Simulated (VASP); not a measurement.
A run of VASP 6.6.1 is set up as follows.

File INCAR:

```
PREC = Accurate
ENCUT = 600
EDIFF = 1E-7
ISMEAR = 0
SIGMA = 0.03
LREAL = False
LASPH = True
NELM = 80
ALGO = Normal
ISIF = 3
LWAVE = False
LCHARG = False
GGA = PE
IBRION = 2
NSW = 90
EDIFFG = -0.005
```

The input KPOINTS:

```
regular mesh
0
Gamma
  8 8 8
```

POSCAR

```
ZnSe                                    
1.0
   -0.0000000000      2.8709969153      2.8709969153
    2.8709969153      0.0000000000      2.8709969153
    2.8709969153      2.8709969153     -0.0000000000
  Zn              Se            
     1     1
Direct
     1.0000000000000000    0.0000000000000000    0.0000000000000000
     0.2500000000000000    0.2500000000000000    0.2500000000000000
```

Potentials or basis: VASP PAW PBE potentials, release 64 (Zn, Se).

The run is started by

```sh
$ cat potpaw_PBE.64/Zn/POTCAR potpaw_PBE.64/Se/POTCAR > POTCAR
$ mpirun -np 1 vasp_std > vasp.out
```

Predict the relaxed cell.

a = 4.058 Å, b = 4.058 Å, c = 4.058 Å, α = 60.00°, β = 60.00°, γ = 60.00°.

Estimate the space group after relaxing (to 0.05 Å).

F-43m (No. 216).

What does it give for the relaxed volume?

23.63 Å³/atom.

Final structure:
```
Zn Se
1.0
     0.00000    2.86947    2.86947
     2.86947    0.00000    2.86947
     2.86947    2.86947    0.00000
Zn Se
1 1
Cartesian
  5.7389 5.7389 5.7389
  1.4347 1.4347 1.4347
```
